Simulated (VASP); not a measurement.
Os: relaxation of shape and atoms at fixed volume with PBE+D3(BJ)

Os:

```
Os
1.0
     2.71700    0.00000    0.00000
    -1.35850    2.35299    0.00000
     0.00000    0.00000    4.29724
Os
2
Cartesian
  0.0000 1.5687 1.0743
  1.3585 0.7843 3.2229
```

The cell isn't the ideal one: a relaxed cell with its volume scaled by 0.98.

```yaml
Program: VASP 6.6.1
Task: relaxation of shape and atoms at fixed volume
Functional: PBE
Dispersion: D3(BJ)
Potentials_or_basis: VASP PAW PBE potentials, release 64 (Os)
Cutoff: 600 eV
k_mesh: 15 × 15 × 9
Occupations: methfessel-paxton, width 0.1 eV
Spin: no spin polarisation
Further_INCAR_settings: ALGO = Fast; EDIFF = 1e-07; IBRION = 2; EDIFFG = -0.01; NSW = 40; ISIF = 4
```

```yaml
Energy_gained_by_relaxing: 0.0 meV/atom
Ionic_steps: 3
Pressure_after_relaxing: 9.1 GPa
Band_gap_on_the_k_mesh: none (metal or under the smearing width)
Dispersion_energy_per_atom: -0.667 eV
```

Final structure:
```
Os
1.0
     2.71631    0.00000    0.00000
    -1.35815    2.35239    0.00000
     0.00000    0.00000    4.29944
Os
2
Direct
  0.33333 0.66667 0.25000
  0.66667 0.33333 0.75000
```

Levels at points of the mesh, in eV from the Fermi level:
| k point | band 5 | band 6 | band 7 | band 8 | band 9 | band 10 | band 11 | band 12 |
| --- | --- | --- | --- | --- | --- | --- | --- | --- |
| (0.00, 0.00, 0.00) | -2.90 | -2.28 | -2.28 | -1.59 | -1.59 | 0.00 | 1.73 | 1.73 |

It took 72 s on 1 thread of Intel(R) Xeon(R) Platinum 8488C (Sapphire Rapids) (shared host), peak memory 0.2 GiB.

Caveat: pairwise dispersion overbinds metals, which lowers pressure and volume. The run has no spin-orbit coupling, so splittings on Os are missing.
